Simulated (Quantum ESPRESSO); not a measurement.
The system is ZrS.

```
Zr S
1.0
     0.00000    2.62500    2.62500
     2.62500    0.00000    2.62500
     2.62500    2.62500    0.00000
Zr S
1 1
Direct
  0.00000 0.00000 0.00000
  0.50000 0.50000 0.50000
```

Program: Quantum ESPRESSO 7.5. Alike in all runs: cell as given; k mesh 9 × 9 × 9; smearing fermi-dirac 0.05 eV.

Order these runs on this cell by their pressure, lowest first.
A. level PBEsol+U; potentials or basis GBRV 1.5 PBEsol; spin off; U Zr d U = 2 eV; cutoff (eV) 612; hubbard projectors ortho-atomic; mixing beta 0.3
B. level PBEsol+U; potentials or basis GBRV 1.5 PBEsol; spin off; U Zr d U = 6 eV; cutoff (eV) 612; hubbard projectors ortho-atomic; mixing beta 0.3
C. level PBEsol; potentials or basis PseudoDojo 0.4 FR PBEsol standard; spin SOC, no magnetisation; cutoff (eV) 898; mixing beta 0.5
D. level PBEsol+U; potentials or basis GBRV 1.5 PBEsol; spin off; U Zr d U = 4 eV; cutoff (eV) 612; hubbard projectors ortho-atomic; mixing beta 0.3
E. level PBEsol+U; potentials or basis GBRV 1.5 PBEsol; spin off; U Zr d U = 8 eV; cutoff (eV) 612; hubbard projectors ortho-atomic; mixing beta 0.3

C (-6.3 GPa), A (-4.6 GPa), D (-2.1 GPa), B (0.6 GPa), E (3.4 GPa).

Caveats: U without spin polarisation on a metal has little footing (some runs).
